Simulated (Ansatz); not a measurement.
Here is an Ansatz 0.2.0 calculation.

The input input.yaml:

```yaml
crystal:
  lattice:
    - [0.0, 2.365, 2.365]
    - [2.365, 0.0, 2.365]
    - [2.365, 2.365, 0.0]
  atoms:
    - { symbol: Zr, position: [0.5, 0.5, 0.5] }
    - { symbol: C, position: [0.0, 0.0, 0.0] }
hamiltonian:
  xc: pbesol
  pseudopotentials: { kind: paw }
kpoints:
  mp_grid: { grid: [10, 10, 10] }
scf:
  occupations: { method: fermi_dirac, width: 0.05 }
output:
  forces: true
  stress: true
  eigenvalues: true
relax:
  f_tol: 0.01
  max_steps: 40
  cell: { stress_tol: 0.05, p_target: 10.0 }
```

Potentials or basis: Ansatz PAW.

Run with:

```sh
$ ansatz run input.yaml --threads 2 --pin off --max-ram 5632MiB --backend cpu --events-out ev --progress --plain --runs-dir out
```

Q: What does it give for the band gap on the k mesh?

A: None (metal or under the smearing width).

Q: Predict the relaxed volume.

A: 12.23 Å³/atom.

Q: Predict the relaxed cell.

A: a = 3.259 Å, b = 3.259 Å, c = 3.259 Å, α = 60.00°, β = 60.00°, γ = 60.00°.

Final structure:
```
Zr C
1.0
     0.00000    2.30420    2.30420
     2.30420    0.00000    2.30420
     2.30420    2.30420    0.00000
Zr C
1 1
Direct
  0.50000 0.50000 0.50000
  0.00000 0.00000 0.00000
```

Caveat: the PAW data sets come from PBE, with cores solved anew for the run's functional, which leaves a small shift of forces and pressure.
